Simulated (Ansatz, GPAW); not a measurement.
Given: the input of a run of GPAW 26.7.0 (ASE script) on Ru (Ruthenium). 

run.py

```python
from ase import Atoms
from ase.dft.bandgap import bandgap
from ase.io import write
from ase.units import GPa
from gpaw import GPAW, PW

atoms = Atoms(['Ru', 'Ru'],
              cell=[[2.7058, 0.0, 0.0],
                    [-1.3529, 2.3432915376, 0.0],
                    [0.0, 0.0, 4.2819]],
              scaled_positions=[[0.6666666667, 0.3333333333, 0.75],
                                [0.3333333333, 0.6666666667, 0.25]],
              pbc=True)

calc = GPAW(mode=PW(600),
            xc='PBE',
            kpts={'size': (11, 11, 6), 'gamma': True},
            occupations={'name': 'methfessel-paxton', 'order': 0, 'width': 0.022},
            nbands=29,
            convergence={'density': 1e-05, 'energy': 1e-05},
            maxiter=150,
            txt='gpaw.txt')
atoms.calc = calc
energy = atoms.get_potential_energy()
forces = atoms.get_forces()
stress = atoms.get_stress()
calc.write('gs.gpw')
write('result.traj', atoms)
print(f'Energy: {energy:.6f} eV')
print('Forces (eV/A):')
print(forces.round(4))
print('Stress (GPa):', (stress / GPa).round(3))
print('Fermi level:', round(calc.get_fermi_level(), 4), 'eV')
print(f'Gap: {bandgap(calc)[0]:.4f} eV, direct: {bandgap(calc, direct=True)[0]:.4f} eV')
```

Potentials or basis: GPAW PAW data sets (gpaw-data 1.2.1), pw.

Launch:

```sh
$ OMP_NUM_THREADS=1 python run.py
```

Q: What does the same run look like in Ansatz 0.2.0? Potentials or basis there: all-electron LAPW, scalar-relativistic.

A: As run (cutoffs and basis follow the program's own potentials, and thresholds, step limits or extra output files can differ):

File input.yaml:

```yaml
crystal:
  lattice:
    - [2.7058, 0.0, 0.0]
    - [-1.3529, 2.3432915376, 0.0]
    - [0.0, 0.0, 4.2819]
  atoms:
    - { symbol: Ru, position: [0.6666666667, 0.3333333333, 0.75] }
    - { symbol: Ru, position: [0.3333333333, 0.6666666667, 0.25] }
kpoints:
  mp_grid: { grid: [11, 11, 6] }
scf:
  occupations: { method: gaussian, width: 0.022 }
hamiltonian:
  xc: pbe
  pseudopotentials: { kind: all_electron, lapw: { basis_error: 0.001 } }
output:
  forces: true
  stress: true
  eigenvalues: true
```

Potentials or basis: all-electron LAPW, scalar-relativistic.

Command:

```sh
$ ansatz run input.yaml --threads 1 --pin off --max-ram 3072MiB --backend cpu --events-out ev --progress --plain --runs-dir out
```

Both were run:

|  | GPAW | Ansatz |
| --- | --- | --- |
| Pressure | 3.6 GPa | 4.4 GPa |

Where Ansatz's input types no cutoff or centring, it takes its own default and a Γ-centred mesh.

Pressure is positive in compression.
